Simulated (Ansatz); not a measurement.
**Relaxing GaSe3**

Theory: Ansatz, DFT PBE, scalar-relativistic, plane waves, PAW. Cutoff 420 eV, Γ-centred k mesh, Gaussian smearing, no spin polarisation in the final step.

The start puts GaSe3 on the Ni3Sn (D0_19) structure type (P6_3/mmc, No. 194), with Ga in place of Sn, Se in place of Ni, at a guessed volume.

```xyz
8
Lattice="6.5424 0.0000 0.0000 -3.2712 5.6658 0.0000 0.0000 0.0000 5.2513" Properties=species:S:1:pos:R:3 pbc="T T T"
Ga    0.0000    3.7772    1.3128
Ga    3.2712    1.8886    3.9384
Se    3.2712    3.7735    1.3128
Se   -1.6323    4.7197    3.9384
Se    1.6389    0.9462    1.3128
Se    0.0000    1.8924    3.9384
Se    4.9035    0.9462    1.3128
Se    1.6323    4.7197    3.9384
```

Cell and atoms relax at zero pressure; the relaxation can't lower the symmetry of the start. After a coarse first stage the cell is made exact in the group found at 0.06 Å.

Formation energies are uncorrected and refer to the elements' standard structures at the same level.

(1) Which crystal results?

(2) What are its volume, energy, density and gap?

Results:

(1) It keeps P6_3/mmc (No. 194). The result has the Ni3Sn (D0_19) structure. Conventional cell: a = 6.521 Å, c = 5.710 Å. Ga has 12 Se at 3.20–3.29 Å; Se has 2 Se at 2.52 Å.

```
Ga Se
1.0
     6.52143    0.00000    0.00000
    -3.26072    5.64773    0.00000
     0.00000    0.00000    5.71005
Ga Se
2 6
Cartesian
  0.0000 3.7652 1.4275
  3.2607 1.8826 4.2825
  3.2607 3.3373 1.4275
  -1.2598 4.4925 4.2825
  2.0009 1.1552 1.4275
  0.0000 2.3104 4.2825
  4.5206 1.1552 1.4275
  1.2598 4.4925 4.2825
```

(2) The volume per atom is 26.29 Å³ and the density is 4.84 g/cm³. The energy over the elements is 0.30 eV/atom and the gap on the 6×6×8 mesh is 0 eV (a metal).

The final run used a 6×6×8 mesh on its 8-atom cell and 0.10 eV smearing. The k mesh leaves about 4 meV/atom of noise in metals. A structure relaxed within its symmetry needn't be a true minimum.

Cost: 4 runs of about 13 core-minutes in all, on Intel Xeon Platinum 8259CL (Skylake/Cascade Lake) (shared hosts).